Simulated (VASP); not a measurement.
KCl (Sylvite), 2 atoms in the cell. The structure is cubic, space group Fm-3m (No. 225). The conventional cell has a = 6.254 Å, b = 6.254 Å, c = 6.254 Å, α = 90.00°, β = 90.00°, γ = 90.00°. Around K (site symmetry m-3m) lie 6 Cl at 3.13 Å. Cl (site symmetry m-3m) has 6 K at 3.13 Å as nearest neighbours. 

| Quantity | Value |
| --- | --- |
| Program | VASP 6.6.1 |
| Task | relaxation of cell and atoms |
| Functional | HSE06 |
| Potentials or basis | VASP PAW PBE potentials, release 64 (K_sv, Cl) |
| Cutoff | 520 eV |
| k mesh | 6 × 6 × 6 |
| Occupations | gaussian, width 0.03 eV |
| Spin | no spin polarisation |
| Grid for exact exchange (PRECFOCK) | Fast |
| Screening parameter | 0.2 1/A |
| Further INCAR settings | ALGO = Normal; EDIFF = 1e-06; IBRION = 2; EDIFFG = -0.01; NSW = 25; ISIF = 3 |

Potentials or basis: VASP PAW PBE potentials, release 64 (K_sv, Cl).

Run with:

```bash
$ cat potpaw_PBE.64/K_sv/POTCAR potpaw_PBE.64/Cl/POTCAR > POTCAR
$ cp INCAR.step1 INCAR
$ mpirun -np 4 vasp_std > vasp.out
$ cp INCAR.step2 INCAR
$ mpirun -np 4 vasp_std > vasp.out
```

Hardware: 4 MPI ranks on Intel(R) Xeon(R) 6975P-C (Granite Rapids), with other jobs on the host.

**Question.** Estimate the wall time of this run.

**Answer.** Wall time 7.1 min on 4 MPI ranks on Intel(R) Xeon(R) 6975P-C (Granite Rapids), on a shared host, peak memory 0.32 GiB a rank. Counts: scf iterations 29, k points 16, ion steps 3.
